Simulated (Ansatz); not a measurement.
Crystal: MnSn2.

```
CELL_PARAMETERS angstrom
-3.32950 3.32950 2.72350
3.32950 -3.32950 2.72350
3.32950 3.32950 -2.72350
ATOMIC_POSITIONS crystal
Sn 0.83770 0.66230 0.50000
Sn 0.33770 0.83770 0.17540
Sn 0.16230 0.33770 0.50000
Sn 0.66230 0.16230 0.82460
Mn 0.75000 0.75000 0.00000
Mn 0.25000 0.25000 0.00000
```

Base run:

| Item | Value |
| --- | --- |
| Program | Ansatz 0.2.0 |
| Functional | PBEsol |
| Potentials or basis | Ansatz PAW |
| Cutoff | 420 eV (not typed: the program's choice for these potentials) |
| k mesh | 6 × 6 × 6 |
| Occupations | fermi-dirac, width 0.05 eV |
| Spin | no spin polarisation |

Its results: band gap on the k mesh none (metal or under the smearing width); pressure -10.5 GPa; largest force 0.129 eV/Å.

Problem. The run is repeated on the same cell with these changes: spin from no spin polarisation to collinear spin, ferromagnetic start. What comes out?

Solution. Band gap on the k mesh none (metal or under the smearing width); pressure -5.5 GPa; net moment 4.47 μB per cell; site moments Sn -0.08; Mn +2.48 μB; largest force 0.212 eV/Å.

Caveats: the PAW data sets come from PBE, with cores solved anew for the run's functional, which leaves a small shift of forces and pressure.
